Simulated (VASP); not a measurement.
Set up this calculation in VASP 6.6.1, as the native input.

```
Task                   : single point
Functional             : PBEsol
Potentials or basis    : VASP PAW PBE potentials, release 64 (Ca_sv, S)
Cutoff                 : 520 eV
k mesh                 : 8 × 8 × 8
Occupations            : gaussian, width 0.02 eV
Spin                   : no spin polarisation
Dipole correction      : no
Further INCAR settings : ALGO = Normal; EDIFF = 1e-07; NBANDS = 15
```

The structure of CaS lies in POSCAR:

```
CaS
1.0
    0.0000000000      2.8165830523      2.8165830523
    2.8165830523      0.0000000000      2.8165830523
    2.8165830523      2.8165830523      0.0000000000
Ca S
1 1
Direct
    0.0000000000      0.0000000000      0.0000000000
    0.5000000000      0.5000000000      0.5000000000
```

The cell comes from a database or a generator and needn't be the stable form of this composition.

These files were run (other wordings do the same):

INCAR

```
ALGO = Normal
EDIFF = 1E-7
ENCUT = 520
GGA = PS
ISIF = 2
ISMEAR = 0
LASPH = T
LCHARG = F
LREAL = F
LWAVE = F
NBANDS = 15
NELM = 100
PREC = Accurate
SIGMA = 0.02
```

KPOINTS

```
k-points
0
Gamma
  8 8 8
```

Potentials or basis: VASP PAW PBE potentials, release 64 (Ca_sv, S).

Run with:

```sh
$ cat potpaw_PBE.64/Ca_sv/POTCAR potpaw_PBE.64/S/POTCAR > POTCAR
$ mpirun -np 1 vasp_std > vasp.out
```

It gave:

- Pressure: 0.2 GPa
- Band gap on the k mesh: 2.15 eV, indirect (least direct gap 3.00 eV)

Caveat: the PAW data sets were made with another functional, which shifts forces and pressure a little.

Wall time 12 s on 1 thread of Intel(R) Xeon(R) 6975P-C (Granite Rapids), on a shared host, peak memory 0.17 GiB.
